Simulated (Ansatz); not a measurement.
# Mo under changes of volume

One of the cells (15.892 Å³/atom); the others are scaled copies at fixed shape and fractional positions:

```
CELL_PARAMETERS angstrom
-1.58381 1.58381 1.58381
1.58381 -1.58381 1.58381
1.58381 1.58381 -1.58381
ATOMIC_POSITIONS crystal
Mo 0.00000 0.00000 0.00000
```

- Program: Ansatz 0.2.0
- Functional: revPBE
- Dispersion: D3(BJ)+ATM
- Potentials or basis: all-electron LAPW, scalar-relativistic
- Cutoff: 249 eV (chosen from the basis error)
- Basis error allowed: 0.001 eV/atom
- k mesh: 12 × 12 × 12
- Occupations: fermi-dirac, width 0.025 eV
- Spin: collinear spin, random start
- Starting moments: [1.14] μB

| volume (Å³/atom) | energy over the lowest point (meV/atom) | pressure (GPa) |
| --- | --- | --- |
| 14.938 | 2.75 | 4.5 |
| 15.256 | 0.00 | -1.6 |
| 15.574 | ? | ? |
| 15.892 | 27.89 | -12.0 |
| 16.209 | 56.15 | -16.4 |
| 16.527 | 92.62 | -20.3 |
| 16.845 | 136.44 | -23.8 |

Q: What does the run at 15.574 Å³/atom give?

A: Energy over the lowest point 8.81 meV/atom; pressure -7.1 GPa.

Worked out: A Birch-Murnaghan fit of order 3 (a polynomial in V^(-2/3)) to the other rows has its minimum at 15.17 Å³/atom with B0 = V·E''(V) = 287 GPa and B' = 4.5. It gives 8.79 meV/atom at 15.574 Å³/atom, against the run's 8.81, and -dE/dV = -7.1 GPa, against -7.1.

Energies are extrapolated to zero smearing.

Caveats: pairwise dispersion overbinds metals, which lowers pressure and volume; the starting moments weren't kept.
